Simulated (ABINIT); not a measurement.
# Ru (P6_3/mmc) in ABINIT: notebook

One crystal, Ru, is run at these levels: PBE; tasks: single point.

Everything below comes from runs of ABINIT 10.8.3 (patched build). Logs are shortened: lines on timing, memory, paths and dates and some standing lists are left out, and cuts for length are marked. The log counts tension as positive stress, the text compression.

**1. The crystal as given**

Symmetry: P6_3/mmc, No. 194, hexagonal system. Conventional cell: a = 2.706 Å, b = 2.706 Å, c = 4.282 Å, α = 90.00°, β = 90.00°, γ = 120.00°. Ru (site symmetry -6m2) has 12 Ru at 2.65 to 2.71 Å as nearest neighbours.

**2. Single point, PBE**

File run.abi:

```
pp_dirpath "./"
pseudos "Ru.GGA_PBE-JTH.xml"

acell 3*1.0 Angstrom
rprim
     2.7058000000     0.0000000000     0.0000000000
    -1.3529000000     2.3432915376     0.0000000000
     0.0000000000     0.0000000000     4.2819000000
ntypat 1
znucl 44
natom 2
typat 1 1
xred
     0.6666666667     0.3333333333     0.7500000000
     0.3333333333     0.6666666667     0.2500000000

ecut 15.0
pawecutdg 30.0
pawxcdev 0

kptopt 1
ngkpt 11 11 6
nshiftk 1
shiftk 0.0 0.0 0.0

ixc 11

nband 20
occopt 5
tsmear 0.1 eV

nstep 100
tolvrs 1.0e-9

iomode 3
prtwf 0
prtden 0
prteig 0
prtebands 0
```

Potentials or basis: JTH PAW PBE v2.0.

Launch:

```sh
> abinit run.abi > log 2>&1
```

run.abo:

```text
.Version 10.8.3 of ABINIT
 Symmetries : space group P6_3/m m c (#194); Bravais hP (primitive hexag.)
================================================================================
 Values of the parameters that define the memory need of the present run
     intxc =       0    ionmov =       0      iscf =      17    lmnmax =      18
     lnmax =       6     mgfft =      30  mpssoang =       3    mqgrid =    3001
     natom =       2  nloc_mem =       2    nspden =       1   nspinor =       1
    nsppol =       1      nsym =      24    n1xccc =       1    ntypat =       1
    occopt =       5   xclevel =       2
       mpw =         523          nfft =        9720          nkpt =          64
 PAW method is used; the additional fine FFT grid is defined by:
   mgfftf=        40    nfftf =     29160
================================================================================
================================================================================

--------------------------------------------------------------------------------
------------- Echo of variables that govern the present computation ------------
--------------------------------------------------------------------------------
 -outvars: echo values of preprocessed input variables --------
            acell      1.8897261259E+00  1.8897261259E+00  1.8897261259E+00 Bohr
              amu      1.01070000E+02
             ecut      1.50000000E+01 Hartree
                       outvar_i_n : Printing only first  50 k-points.
              ixc          11
                       outvar_i_n : Printing only first  50 k-points.
         kptrlatt       11    0    0      0   11    0      0    0    6
          kptrlen      4.85497098E+01
            natom           2
            nband          20
            ngfft          18      18      30
          ngfftdg          27      27      40
             nkpt          64
            nstep         100
             nsym          24
           ntypat           1
                       prtocc : prtvol=0, do not print more k-points.
           occopt           5
        pawecutdg      3.00000000E+01 Hartree
         pawxcdev           0
           prtden           0
        prtebands           0
           prteig           0
            prtwf           0
            rprim      2.7058000000E+00  0.0000000000E+00  0.0000000000E+00
                      -1.3529000000E+00  2.3432915376E+00  0.0000000000E+00
                       0.0000000000E+00  0.0000000000E+00  4.2819000000E+00
          spgroup         194
           tolvrs      1.00000000E-09
           tsmear      3.67493222E-03 Hartree
            typat      1  1
           useylm           1
                       outvars : Printing only first  50 k-points.
           xangst      1.3529000000E+00  7.8109717920E-01  3.2114250000E+00
                      -2.9837281572E-16  1.5621943584E+00  1.0704750000E+00
            xcart      2.5566104757E+00  1.4760597464E+00  6.0687137239E+00
                      -5.6384290513E-16  2.9521194928E+00  2.0229045746E+00
[... 127 lines left out ...]
    2     -0.00000000000000     1.56219435840000     1.07047500000000

 cartesian forces (hartree/bohr) at end:
    1     -0.00000000000000     0.00000000000000    -0.00000000000000
    2      0.00000000000000    -0.00000000000000    -0.00000000000000
 frms,max,avg= 7.0213935E-29 1.0532090E-28   0.000E+00  0.000E+00  0.000E+00 h/b

 cartesian forces (eV/Angstrom) at end:
    1     -0.00000000000000     0.00000000000000    -0.00000000000000
    2      0.00000000000000    -0.00000000000000    -0.00000000000000
 frms,max,avg= 3.6105457E-27 5.4158186E-27   0.000E+00  0.000E+00  0.000E+00 e/A
 length scales=  1.889726125908  1.889726125908  1.889726125908 bohr
              =  1.000000000000  1.000000000000  1.000000000000 angstroms
 Fermi (or HOMO) energy (hartree) =   0.52682   Average Vxc (hartree)=  -0.48724
 Eigenvalues (hartree) for nkpt=  64  k points:
 kpt#   1, nband= 20, wtk=  0.00138, kpt=  0.0000  0.0000  0.0000 (reduced coord)
  -2.15852   -2.15100   -1.07420   -1.03990   -1.03990   -1.03363   -1.03363   -1.03209
   0.23523    0.30080    0.43382    0.43382    0.44030    0.45894    0.45894    0.47827
   0.47827    0.57271    0.57271    0.57950
      occupation numbers for kpt#   1
   2.00000    2.00000    2.00000    2.00000    2.00000    2.00000    2.00000    2.00000
   2.00000    2.00000    2.00000    2.00000    2.00000    2.00000    2.00000    2.00000
   2.00000    0.00000    0.00000    0.00000
 prteigrs : prtvol=0 or 1, do not print more k-points.

--- !EnergyTerms
iteration_state     : {dtset: 1, }
comment             : Components of total free energy in Hartree
kinetic             :  2.30171806430090E+01
hartree             :  2.75595114037312E+01
xc                  : -7.79931547776741E+00
Ewald energy        : -1.63992206331045E+02
psp_core            :  1.12338360068777E+01
local_psp           : -9.45064108105093E+01
PAW spherical_terms :  1.31019064959280E+01
internal            : -1.91385498069775E+02
'-kT*entropy'       :  9.30089722955291E-05
total_energy        : -1.91385405060803E+02
total_energy_eV     : -5.20786217895304E+03
...

--- !EnergyTermsDC
iteration_state     : {dtset: 1, }
comment             : '"Double-counting" decomposition of free energy'
band_energy         : -1.46261151789515E+01
Ewald energy        : -1.63992206331045E+02
psp_core            :  1.12338360068777E+01
xc_dc               : -2.51817981986826E+01
PAW spherical_terms :  1.18079884753695E+00
internal            : -1.91385484854264E+02
'-kT*entropy'       :  9.30089722955291E-05
total_energy_dc     : -1.91385391845292E+02
total_energy_dc_eV  : -5.20786181934066E+03
...

--- !EnergyTermsWithPAWCore
iteration_state     : {dtset: 1, }
comment             : 'Components of total free energy, including PAW core contributions'
Total energy        : -9.06218068003569E+03
Total energy DC     : -9.06218066682018E+03
Total energy (eV)   : -2.46594498715318E+05
Total energy DC (eV): -2.46594498355705E+05
...

 Cartesian components of stress tensor (hartree/bohr^3)
  sigma(1 1)= -1.40009013E-04  sigma(3 2)=  0.00000000E+00
  sigma(2 2)= -1.40009015E-04  sigma(3 1)=  0.00000000E+00
  sigma(3 3)= -1.42233306E-04  sigma(2 1)=  0.00000000E+00

-Cartesian components of stress tensor (GPa)         [Pressure=  4.1410E+00 GPa]
- sigma(1 1)= -4.11920738E+00  sigma(3 2)=  0.00000000E+00
- sigma(2 2)= -4.11920744E+00  sigma(3 1)=  0.00000000E+00
- sigma(3 3)= -4.18464834E+00  sigma(2 1)=  0.00000000E+00

== END DATASET(S) ==============================================================
================================================================================

 -outvars: echo values of variables after computation  --------
            acell      1.8897261259E+00  1.8897261259E+00  1.8897261259E+00 Bohr
           etotal     -1.9138539185E+02
            fcart     -1.0532090237E-28  6.0807051334E-29 -0.0000000000E+00
                       1.0532090237E-28 -6.0807051334E-29 -0.0000000000E+00
            rprim      2.7058000000E+00  0.0000000000E+00  0.0000000000E+00
                      -1.3529000000E+00  2.3432915376E+00  0.0000000000E+00
                       0.0000000000E+00  0.0000000000E+00  4.2819000000E+00
           strten     -1.4000901314E-04 -1.4000901523E-04 -1.4223330609E-04
                       0.0000000000E+00  0.0000000000E+00  0.0000000000E+00
           xangst      1.3529000000E+00  7.8109717920E-01  3.2114250000E+00
                      -2.9837281572E-16  1.5621943584E+00  1.0704750000E+00
             xred      6.6666666667E-01  3.3333333333E-01  7.5000000000E-01
                       3.3333333333E-01  6.6666666667E-01  2.5000000000E-01
 Calculation completed.
```

It took 18 s on 1 thread of Arm Neoverse V2, shared host; peak memory 0.1 GiB.

Results:

```yaml
Free_energy: -5207.8618 eV
Pressure: 4.1 GPa
Band_gap_on_the_k_mesh: none (metal or under the smearing width)
Valence_electrons_inside_the_program's_atomic_spheres: Ru 13.73 (radii [1.1697] Å)
```

**3. Single point, PBE**

Edit run.abi of step 2 so:

```diff
@@ -28,3 +28,3 @@
 nband 20
-occopt 5
+occopt 6
 tsmear 0.1 eV
```

Potentials or basis: JTH PAW PBE v2.0.

Launch:

```sh
> abinit run.abi > log 2>&1
```

run.abo:

```text
.Version 10.8.3 of ABINIT
 Symmetries : space group P6_3/m m c (#194); Bravais hP (primitive hexag.)
================================================================================
 Values of the parameters that define the memory need of the present run
     intxc =       0    ionmov =       0      iscf =      17    lmnmax =      18
     lnmax =       6     mgfft =      30  mpssoang =       3    mqgrid =    3001
     natom =       2  nloc_mem =       2    nspden =       1   nspinor =       1
    nsppol =       1      nsym =      24    n1xccc =       1    ntypat =       1
    occopt =       6   xclevel =       2
       mpw =         523          nfft =        9720          nkpt =          64
 PAW method is used; the additional fine FFT grid is defined by:
   mgfftf=        40    nfftf =     29160
================================================================================
================================================================================

--------------------------------------------------------------------------------
------------- Echo of variables that govern the present computation ------------
--------------------------------------------------------------------------------
 -outvars: echo values of preprocessed input variables --------
            acell      1.8897261259E+00  1.8897261259E+00  1.8897261259E+00 Bohr
              amu      1.01070000E+02
             ecut      1.50000000E+01 Hartree
                       outvar_i_n : Printing only first  50 k-points.
              ixc          11
                       outvar_i_n : Printing only first  50 k-points.
         kptrlatt       11    0    0      0   11    0      0    0    6
          kptrlen      4.85497098E+01
            natom           2
            nband          20
            ngfft          18      18      30
[... 207 lines left out ...]

--- !EnergyTermsWithPAWCore
iteration_state     : {dtset: 1, }
comment             : 'Components of total free energy, including PAW core contributions'
Total energy        : -9.06218068680111E+03
Total energy DC     : -9.06218067128027E+03
Total energy (eV)   : -2.46594498899414E+05
Total energy DC (eV): -2.46594498477071E+05
...

 Cartesian components of stress tensor (hartree/bohr^3)
  sigma(1 1)= -1.39177899E-04  sigma(3 2)=  0.00000000E+00
  sigma(2 2)= -1.39177901E-04  sigma(3 1)=  0.00000000E+00
  sigma(3 3)= -1.45764642E-04  sigma(2 1)=  0.00000000E+00

-Cartesian components of stress tensor (GPa)         [Pressure=  4.1594E+00 GPa]
- sigma(1 1)= -4.09475515E+00  sigma(3 2)=  0.00000000E+00
- sigma(2 2)= -4.09475521E+00  sigma(3 1)=  0.00000000E+00
- sigma(3 3)= -4.28854383E+00  sigma(2 1)=  0.00000000E+00

== END DATASET(S) ==============================================================
================================================================================

 -outvars: echo values of variables after computation  --------
            acell      1.8897261259E+00  1.8897261259E+00  1.8897261259E+00 Bohr
           etotal     -1.9138539631E+02
            fcart     -1.5798135356E-28 -2.1282467967E-28 -0.0000000000E+00
                       1.5798135356E-28  2.1282467967E-28 -0.0000000000E+00
            rprim      2.7058000000E+00  0.0000000000E+00  0.0000000000E+00
                      -1.3529000000E+00  2.3432915376E+00  0.0000000000E+00
                       0.0000000000E+00  0.0000000000E+00  4.2819000000E+00
           strten     -1.3917789874E-04 -1.3917790083E-04 -1.4576464214E-04
                       0.0000000000E+00  0.0000000000E+00  0.0000000000E+00
           xangst      1.3529000000E+00  7.8109717920E-01  3.2114250000E+00
                      -2.9837281572E-16  1.5621943584E+00  1.0704750000E+00
             xred      6.6666666667E-01  3.3333333333E-01  7.5000000000E-01
                       3.3333333333E-01  6.6666666667E-01  2.5000000000E-01
 Calculation completed.
```

Wall time 18 s (1 thread of Arm Neoverse V2, shared host); peak memory 0.1 GiB.

Results:

| Property | Result |
| --- | --- |
| Free energy | -5207.8619 eV |
| Pressure | 4.2 GPa |
| Band gap on the k mesh | none (metal or under the smearing width) |
| Valence electrons inside the program's atomic spheres | Ru 13.73 (radii [1.1697] Å) |
